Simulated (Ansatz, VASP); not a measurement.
# BP2: VASP beside Ansatz

```
CELL_PARAMETERS angstrom
2.97564 0.00000 0.00000
-1.48782 2.57698 0.00000
0.00000 0.00000 29.05353
ATOMIC_POSITIONS crystal
B 0.00000 0.00000 0.27572
P 0.66667 0.33333 0.31628
P 0.33333 0.66667 0.23516
```

The cell was built by a generator and needn't be a form met in nature.

Alike in both runs: functional PBE; k mesh 10 × 10 × 1; occupations fermi-dirac, width 0.05 eV; no spin polarisation.

|  | VASP | Ansatz |
| --- | --- | --- |
| version | VASP 6.6.1 | Ansatz 0.2.0 |
| potentials or method | VASP PAW PBE potentials, release 64 (B, P), cutoff 520 eV | all-electron LAPW, scalar-relativistic |
| task | single point | projected density of states |

|  | VASP | Ansatz | Ansatz less VASP |
| --- | --- | --- | --- |
| gap on the k mesh at the Fermi level (eV) | none | none | - |
| rms of the force components (eV/Å) | 0.056 | 0.067 | +0.0111 |

Atom by atom the forces differ by 0.011 eV/Å (rms over components). A gap of «none» marks a metal or a gap that the smearing closes. Ansatz ran all-electron here, so the differences hold the error of VASP's frozen core and of both bases.

Caveats: the density of states is complete only up to the lowest level of the last band computed (Ansatz).
